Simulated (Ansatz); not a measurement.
Set up this calculation in Ansatz 0.2.0, as the native input.

```
Task                : single point
Functional          : PBEsol
Potentials or basis : all-electron LAPW, scalar-relativistic
Cutoff              : 252 eV (chosen from the basis error)
Basis error allowed : 0.001 eV/atom
k mesh              : 11 × 11 × 5
Occupations         : fermi-dirac, width 0.05 eV
Spin                : no spin polarisation
```

Crystal: Ta.

```
CELL_PARAMETERS angstrom
2.90037 0.00000 0.00000
-1.45019 2.51180 0.00000
0.00000 0.00000 5.16627
ATOMIC_POSITIONS crystal
Ta 0.33333 0.66667 0.25000
Ta 0.66667 0.33333 0.75000
```

This isn't the form of Ta at room conditions, which is bcc.

The input as run:

input.yaml

```yaml
crystal:
  lattice:
    - [2.9003720726, 0.0, 0.0]
    - [-1.4501860363, 2.5117958953, 0.0]
    - [0.0, 0.0, 5.166274]
  atoms:
    - { symbol: Ta, position: [0.3333333333, 0.6666666667, 0.25] }
    - { symbol: Ta, position: [0.6666666667, 0.3333333333, 0.75] }
kpoints:
  mp_grid: { grid: [11, 11, 5] }
scf:
  occupations: { method: fermi_dirac, width: 0.05 }
hamiltonian:
  xc: pbesol
  pseudopotentials: { kind: all_electron, lapw: { basis_error: 0.001 } }
output:
  forces: true
  stress: true
  eigenvalues: true
  populations: true
```

Potentials or basis: all-electron LAPW, scalar-relativistic.

Run with:

```sh
$ ansatz run input.yaml --threads 1 --pin off --max-ram 3072MiB --backend cpu --events-out ev --progress --plain --runs-dir out
```

Results of the run:

- Pressure: -7.3 GPa
- Band gap on the k mesh: none (metal or under the smearing width)

Wall time 24 s on 1 thread of Arm Neoverse V1, with other jobs on the host, peak memory 0.36 GiB.
